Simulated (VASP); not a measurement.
# MgS (Fm-3m) in VASP: settings compared

One crystal, MgS, is run at these levels: r2SCAN, PBE0, PBE; tasks: band structure, G0W0 quasiparticle levels.

Everything below comes from runs of VASP 6.6.1. Logs are shortened: lines on timing, memory, paths and dates and some standing lists are left out, and cuts for length are marked.

**1. The structure**

The structure is cubic, space group Fm-3m (No. 225). The conventional cell has a = 5.223 Å, b = 5.223 Å, c = 5.223 Å, α = 90.00°, β = 90.00°, γ = 90.00°. Mg (site symmetry m-3m) is surrounded by 6 S at 2.61 Å. S (site symmetry m-3m) is surrounded by 6 Mg at 2.61 Å.

The cell was built by a generator and needn't be a form met in nature.

**2. Band structure, r2SCAN**

Contents of INCAR:

```
PREC = Accurate ; ENCUT = 520
EDIFF = 1E-6 ; ISMEAR = 0
SIGMA = 0.02 ; LREAL = False
LASPH = True ; NELM = 80
ALGO = Normal ; ISIF = 2
LWAVE = False ; LCHARG = False
METAGGA = R2SCAN ; LMIXTAU = True
KPAR = 4
```

Contents of KPOINTS:

```
Automatic mesh
0
Gamma
  10 10 10
```

Contents of POSCAR:

```
MgS                                     
1.0
    0.0000000000      2.6116204705      2.6116204705
    2.6116204705      0.0000000000      2.6116204705
    2.6116204705      2.6116204705     -0.0000000000
  Mg              S             
     1     1
Direct
     0.0000000000000000    0.0000000000000000    0.0000000000000000
     0.5000000000000000    0.5000000000000000    0.5000000000000000
```

Contents of KPOINTS_OPT:

```
path GXWKGLUWLK,UX
20
line-mode
reciprocal
 0.0000000000  0.0000000000  0.0000000000  G
 0.5000000000  0.0000000000  0.5000000000  X

 0.5000000000  0.0000000000  0.5000000000  X
 0.5000000000  0.2500000000  0.7500000000  W

 0.5000000000  0.2500000000  0.7500000000  W
 0.3750000000  0.3750000000  0.7500000000  K

 0.3750000000  0.3750000000  0.7500000000  K
 0.0000000000  0.0000000000  0.0000000000  G

 0.0000000000  0.0000000000  0.0000000000  G
 0.5000000000  0.5000000000  0.5000000000  L

 0.5000000000  0.5000000000  0.5000000000  L
 0.6250000000  0.2500000000  0.6250000000  U

 0.6250000000  0.2500000000  0.6250000000  U
 0.5000000000  0.2500000000  0.7500000000  W

 0.5000000000  0.2500000000  0.7500000000  W
 0.5000000000  0.5000000000  0.5000000000  L

 0.5000000000  0.5000000000  0.5000000000  L
 0.3750000000  0.3750000000  0.7500000000  K

 0.6250000000  0.2500000000  0.6250000000  U
 0.5000000000  0.0000000000  0.5000000000  X
```

Potentials or basis: VASP PAW PBE potentials, release 64 (Mg, S).

The run is started by

```bash
cat potpaw_PBE.64/Mg/POTCAR potpaw_PBE.64/S/POTCAR > POTCAR
mpirun -np 4 vasp_std > vasp.out
```

OUTCAR:

```text
PREC = Accurate
   ENCUT = 520
   EDIFF = 1E-6
   ISMEAR = 0
   LREAL = False
   LASPH = True
   NELM = 80
   ISIF = 2
   METAGGA = R2SCAN

 ion  position               nearest neighbor table
   1  0.000  0.000  0.000-   2 2.61   2 2.61   2 2.61   2 2.61   2 2.61   2 2.61
   2  0.500  0.500  0.500-   1 2.61   1 2.61   1 2.61   1 2.61   1 2.61   1 2.61

  LATTYP: Found a face centered cubic cell.
 ALAT       =     5.2232409410

  Lattice vectors:

 A1 = (   0.0000000000,   2.6116204705,   2.6116204705)
 A2 = (   2.6116204705,   0.0000000000,   2.6116204705)
 A3 = (   2.6116204705,   2.6116204705,   0.0000000000)

Analysis of symmetry for initial positions (statically):
=====================================================================
 Subroutine PRICEL returns:
 Original cell was already a primitive cell.

 Routine SETGRP: Setting up the symmetry group for a
 face centered cubic supercell.

 Subroutine GETGRP returns: Found 48 space group operations
 (whereof 48 operations were pure point group operations)
 out of a pool of 48 trial point group operations.

The static configuration has the point symmetry O_h .

Analysis of symmetry for dynamics (positions and initial velocities):
=====================================================================
 Subroutine PRICEL returns:
 Original cell was already a primitive cell.

 Routine SETGRP: Setting up the symmetry group for a
 face centered cubic supercell.

 Subroutine GETGRP returns: Found 48 space group operations
 (whereof 48 operations were pure point group operations)
 out of a pool of 48 trial point group operations.

The dynamic configuration has the point symmetry O_h .

 Subroutine INISYM returns: Found 48 space group operations
 (whereof 48 operations are pure point group operations),
 and found     1 'primitive' translations

----------------------------------------------------------------------------------------

                                     Primitive cell

  volume of cell :      35.6254

  direct lattice vectors                    reciprocal lattice vectors
     0.000000000  2.611620471  2.611620471    -0.191452014  0.191452014  0.191452014
     2.611620471  0.000000000  2.611620471     0.191452014 -0.191452014  0.191452014
     2.611620471  2.611620471  0.000000000     0.191452014  0.191452014 -0.191452014

  length of vectors
     3.693389089  3.693389089  3.693389089     0.331604616  0.331604616  0.331604616
[... 84 lines left out ...]
   NSW    =      0    number of steps for IOM
   IBRION =     -1    ionic relax: 0-MD 1-quasi-New 2-CG
   NFREE  =      0    steps in history (QN), initial steepest desc. (CG)
   ISIF   =      2    stress and relaxation
   ISYM   =      2    0-nonsym 1-usesym 2-fastsym
   POTIM  = 0.5000    time-step for ionic-motion
   TEBEG  =    0.0;   TEEND  =   0.0 temperature during run
   PSTRESS=    0.0 pullay stress
   NELECT =       8.0000    total number of electrons
   NUPDOWN=      -1.0000    fix difference up-down
   EMIN   =  10.00;   EMAX   =-10.00  energy-range for DOS
   EFERMI =   0.00;   METHOD = LEGACY
   ISMEAR =     0;   SIGMA  =   0.02  broadening in eV -4-tet -1-fermi 0-gaus
   EFERMI_NEDOS =   21; number of points for ismear=-14 and -15
   IALGO  =     38    algorithm
   IMIX   =      4    mixing-type and parameters
     AMIX     =   0.40;   BMIX     =  1.00
     AMIX_MAG =   1.60;   BMIX_MAG =  1.00
  volume/ion in A,a.u.               =      17.81       120.21
  Fermi-wavevector in a.u.,A,eV,Ry     =   0.995065  1.880400 13.471867  0.990154
  Thomas-Fermi vector in A             =   2.127059
   LORBIT       =      0    0 simple, 1 ext, 2 COOP (PROOUT), +10 PAW based schemes
   METAGGA = R2SCAN    functional components
   LHFCALC =     F    Hartree Fock is set to
   AEXX    =    0.0000 exact exchange contribution
   IVDW    =     0    specifies the selected vdW correction
   LEPSILON=     F    determine dielectric tensor
   LRPA    =     F    only Hartree local field effects (RPA)
 non-spin polarized calculation
 Gauss-broadening in eV      SIGMA  =   0.02
  energy-cutoff  :      520.00
  volume of cell :       35.63
 maximum number of plane-waves:       982
   NGX = 13   NGY = 13   NGZ = 13

 number of electron       8.0000000 magnetization

 Free energy of the ion-electron system (eV)
  ---------------------------------------------------
  ext. energy  EPLUGINS =         0.00000000
  ---------------------------------------------------
  free energy    TOTEN  =       -15.50836348 eV

  energy without entropy =      -15.50836348  energy(sigma->0) =      -15.50836348

 E-fermi :   3.4738     XC(G=0): -10.0392

 val. band max:        3.3915488996   @ k =   0.0000   0.0000   0.0000
 cond. band min:       6.8001535374   @ k =   0.5000   0.5000   0.0000
 fundamental gap:      3.4086046378
 Fermi energy:         3.4738278529

 k-point     1 :       0.0000    0.0000    0.0000
  band No.  band energies     occupation
      1      -9.7248      2.00000
      2       3.3915      2.00000
      3       3.3915      2.00000
      4       3.3915      2.00000
      5       7.9105      0.00000
      6      11.9299      0.00000
      7      11.9299      0.00000
      8      11.9299      0.00000
[... 243 lines left out ...]
 k-point    24 :       0.4000    0.3000    0.0000
  band No.  band energies     occupation
      1      -8.4385      2.00000
      2      -0.1961      2.00000
      3       1.7534      2.00000
      4       2.0148      2.00000
      5       7.9656      0.00000
      6       9.2012      0.00000
      7      13.7080      0.00000
      8      14.6014      0.00000

 [... further k-points ...]

------------------------ aborting loop because EDIFF is reached ----------------------------------------

  FORCE on cell =-STRESS in cart. coord.  units (eV):
  Direction    XX          YY          ZZ          XY          YZ          ZX
  --------------------------------------------------------------------------------------
  -------------------------------------------------------------------------------------
  Total       -0.3058360     -0.3058360     -0.3058360      0.0000000      0.0000000     -0.0000000
  in kB      -13.7543140    -13.7543140    -13.7543140      0.0000000      0.0000000     -0.0000000
  external PRESSURE =     -13.7543140 kB  Pullay stress =       0.0000000 kB

 VOLUME and BASIS-vectors are now :
 -----------------------------------------------------------------------------
  energy-cutoff  :      520.00
  volume of cell :       35.63
      direct lattice vectors                 reciprocal lattice vectors
     0.000000000  2.611620471  2.611620471    -0.191452014  0.191452014  0.191452014
     2.611620471  0.000000000  2.611620471     0.191452014 -0.191452014  0.191452014
     2.611620471  2.611620471  0.000000000     0.191452014  0.191452014 -0.191452014

 POSITION                                       TOTAL-FORCE (eV/Angst)
 -----------------------------------------------------------------------------------
      0.00000      0.00000      0.00000         0.000000      0.000000     -0.000000
      2.61162      2.61162      2.61162        -0.000000     -0.000000      0.000000
 -----------------------------------------------------------------------------------
    total drift:                                0.000000      0.000000      0.000000

  FREE ENERGIE OF THE ION-ELECTRON SYSTEM (eV)
  ---------------------------------------------------
  free  energy   TOTEN  =       -15.5083634824 eV

  energy  without entropy=      -15.5083634824  energy(sigma->0) =      -15.50836348
```

OSZICAR:

```text
N       E                     dE             d eps       ncg     rms          rms(c)
DAV:   1     0.174953878079E+02    0.17495E+02   -0.38676E+03   776   0.842E+02
DAV:   2    -0.159233628775E+02   -0.33419E+02   -0.30996E+02  1016   0.110E+02
DAV:   3    -0.171068863500E+02   -0.11835E+01   -0.11835E+01   888   0.286E+01
[... 45 lines left out ...]
DAV:   4    -0.515530442273E+03   -0.23373E+00     1104
DAV:   5    -0.515530855342E+03   -0.41307E-03     1056
DAV:   6    -0.515530855846E+03   -0.50426E-06     1112
       N       E                     dE             ncg
DAV:   1     0.105469193826E+05   -0.37486E+04      200
DAV:   2     0.101935708058E+05   -0.35335E+03      272
DAV:   3     0.101843923109E+05   -0.91785E+01      328
DAV:   4     0.101843795693E+05   -0.12742E-01      344
DAV:   5     0.101843795636E+05   -0.57060E-05      368
DAV:   6     0.101843795636E+05   -0.25830E-09      312
```

stdout:

```text
POSCAR found type information on POSCAR MgS
 POSCAR found :  2 types and       2 ions
 scaLAPACK will be used
 -----------------------------------------------------------------------------
|                                                                             |
|                                                                             |
|     You enforced a specific xc type in the INCAR file but a different       |
|     I HOPE YOU KNOW WHAT YOU ARE DOING!                                     |
|                                                                             |
 -----------------------------------------------------------------------------

 LDA part: xc-table for (None), standard interpolation
 POSCAR, INCAR and KPOINTS ok, starting setup
 FFT: planning ... GRIDC
 FFT: planning ... GRID_SOFT
 FFT: planning ... GRID
 WAVECAR not read
 entering main loop
 Start KPOINTS_OPT (optional k-point list driver)
k-point batch [1-47\200]
k-point batch [48-94\200]
k-point batch [95-141\200]
k-point batch [142-188\200]
k-point batch [189-200\200]
```

It took 30 s on 4 MPI ranks of Intel Xeon 6975P-C (Granite Rapids), shared host; peak memory 0.16 GiB.

Results:

```
Free energy             : -15.5084 eV
Pressure                : -1.4 GPa
Band gap on the k mesh  : 3.41 eV, indirect (least direct gap 4.52 eV)
Band gap along the path : 3.41 eV, indirect (least direct gap 4.52 eV)
```

Levels at the corners of the path, in eV from the valence-band top:
```
point  band 1  band 2  band 3  band 4  band 5  band 6  band 7  band 8
    Γ  -13.12    0.00    0.00    0.00    4.52    8.54    8.54    8.54
    X  -11.44   -4.21   -1.70   -1.70    3.41    4.96   13.02   13.45
    X  -11.44   -4.21   -1.70   -1.70    3.41    4.96   13.02   13.45
    W  -11.40   -3.23   -3.23   -2.32    5.86    8.61    8.61    8.76
    W  -11.40   -3.23   -3.23   -2.32    5.86    8.61    8.61    8.76
    K  -11.44   -3.70   -3.16   -1.38    4.52    7.32   10.38   10.88
    K  -11.44   -3.70   -3.16   -1.38    4.52    7.32   10.38   10.88
    Γ  -13.12    0.00    0.00    0.00    4.52    8.54    8.54    8.54
    Γ  -13.12    0.00    0.00    0.00    4.52    8.54    8.54    8.54
    L  -11.81   -4.81   -0.61   -0.61    5.20    7.49    7.49   11.10
    L  -11.81   -4.81   -0.61   -0.61    5.20    7.49    7.49   11.10
    U  -11.44   -3.70   -3.16   -1.38    4.52    7.32   10.38   10.88
    U  -11.44   -3.70   -3.16   -1.38    4.52    7.32   10.38   10.88
    W  -11.40   -3.23   -3.23   -2.32    5.86    8.61    8.61    8.76
    W  -11.40   -3.23   -3.23   -2.32    5.86    8.61    8.61    8.76
    L  -11.81   -4.81   -0.61   -0.61    5.20    7.49    7.49   11.10
    L  -11.81   -4.81   -0.61   -0.61    5.20    7.49    7.49   11.10
    K  -11.44   -3.70   -3.16   -1.38    4.52    7.32   10.38   10.88
    U  -11.44   -3.70   -3.16   -1.38    4.52    7.32   10.38   10.88
    X  -11.44   -4.21   -1.70   -1.70    3.41    4.96   13.02   13.45
```

Caveat: the PAW data sets were made with another functional, which shifts forces and pressure a little. r2SCAN opens gaps a little over a GGA but as a rule still falls short of measured ones.

**3. Band structure, PBE0**

POSCAR is that of step 2.

Contents of INCAR.step1:

```
PREC = Accurate ; ENCUT = 520
EDIFF = 1E-5 ; ISMEAR = 0
SIGMA = 0.02 ; LREAL = False
LASPH = True ; NELM = 80
ALGO = Normal ; ISIF = 2
LWAVE = True ; LCHARG = False
GGA = PE ; KPAR = 4
```

Contents of INCAR.step2:

```
PREC = Accurate ; ENCUT = 520
EDIFF = 1E-6 ; ISMEAR = 0
SIGMA = 0.02 ; LREAL = False
LASPH = True ; NELM = 80
ALGO = Normal ; ISIF = 2
LWAVE = False ; LCHARG = False
GGA = PE ; LHFCALC = True
AEXX = 0.25 ; PRECFOCK = Fast
ISTART = 1 ; HFRCUT = -1
KPAR = 4
```

Contents of KPOINTS:

```
Automatic mesh
0
Gamma
  6 6 6
```

Edit KPOINTS_OPT of step 2 so:

```diff
@@ -1,3 +1,3 @@
 path GXWKGLUWLK,UX
-20
+12
 line-mode
```

Potentials or basis: VASP PAW PBE potentials, release 64 (Mg, S).

The run is started by

```bash
cat potpaw_PBE.64/Mg/POTCAR potpaw_PBE.64/S/POTCAR > POTCAR
cp INCAR.step1 INCAR
mpirun -np 4 vasp_std > vasp.out
cp INCAR.step2 INCAR
mpirun -np 4 vasp_std > vasp.out
```

Run time: 2.2 min. Hardware: 4 MPI ranks of Intel Xeon 6975P-C (Granite Rapids), shared host; peak memory 0.22 GiB.

Results (log left out):

| Quantity | Value |
| --- | --- |
| Free energy | -10.4382 eV |
| Pressure | -1.6 GPa |
| Band gap on the k mesh | 4.45 eV, indirect (least direct gap 5.40 eV) |
| Band gap along the path | 4.45 eV, indirect (least direct gap 5.40 eV) |

Levels at the corners of the path, in eV from the valence-band top:
```
point  band 1  band 2  band 3  band 4  band 5  band 6  band 7  band 8
    Γ  -13.95    0.00    0.00    0.00    5.40    9.86    9.86    9.86
    X  -12.14   -4.58   -1.83   -1.83    4.45    6.09   14.16   15.13
    X  -12.14   -4.58   -1.83   -1.83    4.45    6.09   14.16   15.54
    W  -12.10   -3.51   -3.51   -2.52    7.06    9.86    9.86   10.03
    W  -12.10   -3.51   -3.51   -2.52    7.06    9.86    9.86   10.03
    K  -12.15   -4.03   -3.44   -1.48    5.63    8.55   11.77   12.13
    K  -12.15   -4.03   -3.44   -1.48    5.63    8.55   11.77   12.13
    Γ  -13.95    0.00    0.00    0.00    5.40    9.86    9.86    9.86
    Γ  -13.95    0.00    0.00    0.00    5.40    9.86    9.86    9.86
    L  -12.55   -5.26   -0.64   -0.64    6.25    8.78    8.78   12.23
    L  -12.55   -5.26   -0.64   -0.64    6.25    8.78    8.78   12.23
    U  -12.15   -4.03   -3.44   -1.48    5.63    8.55   11.77   12.13
    U  -12.15   -4.03   -3.44   -1.48    5.63    8.55   11.77   12.13
    W  -12.10   -3.51   -3.51   -2.52    7.06    9.86    9.86   10.03
    W  -12.10   -3.51   -3.51   -2.52    7.06    9.86    9.86   10.03
    L  -12.55   -5.26   -0.64   -0.64    6.25    8.78    8.78   12.23
    L  -12.55   -5.26   -0.64   -0.64    6.25    8.78    8.78   12.23
    K  -12.15   -4.03   -3.44   -1.48    5.63    8.55   11.77   12.13
    U  -12.15   -4.03   -3.44   -1.48    5.63    8.55   11.77   12.13
    X  -12.14   -4.58   -1.83   -1.83    4.45    6.09   14.16   15.15
```

Caveat: the PAW data sets were made with another functional, which shifts forces and pressure a little.

(Part 1 of 2 ends here.)
